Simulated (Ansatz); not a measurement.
**Pb under changes of volume**

One of the cells (30.323 Å³/atom); the others are scaled copies at fixed shape and fractional positions:

```
Pb
1.0
     0.00000    2.47502    2.47502
     2.47502    0.00000    2.47502
     2.47502    2.47502    0.00000
Pb
1
Direct
  0.00000 0.00000 0.00000
```

| Item | Value |
| --- | --- |
| Program | Ansatz 0.2.0 |
| Functional | r2SCAN0 |
| Potentials or basis | Ansatz PAW |
| Cutoff | 500 eV (not typed: the program's choice for these potentials) |
| k mesh | 5 × 5 × 5 |
| Occupations | fermi-dirac, width 0.05 eV |
| Spin | no spin polarisation |

| volume (Å³/atom) | energy over the lowest point (meV/atom) | pressure (GPa) |
| --- | --- | --- |
| 28.503 | 18.15 | 3.5 |
| 29.110 | ? | ? |
| 29.716 | 1.61 | 1.0 |
| 30.323 | 0.00 | -0.1 |
| 30.929 | 2.20 | -1.0 |
| 31.535 | 7.78 | -1.9 |
| 32.142 | 16.38 | -2.6 |

Task: What does the run at 29.110 Å³/atom give?

Result: Energy over the lowest point 7.48 meV/atom; pressure 2.2 GPa.

Worked out: A Birch-Murnaghan fit of order 3 (a polynomial in V^(-2/3)) to the other rows has its minimum at 30.26 Å³/atom with B0 = V·E''(V) = 51 GPa and B' = 4.8. It gives 7.47 meV/atom at 29.110 Å³/atom, against the run's 7.48, and -dE/dV = 2.2 GPa, against 2.2.

Energies are extrapolated to zero smearing.

Caveats: all runs use coarse meshes; the PAW data sets come from PBE, with cores solved anew for the run's functional, which leaves a small shift of forces and pressure; the thresholds are loose for stress.
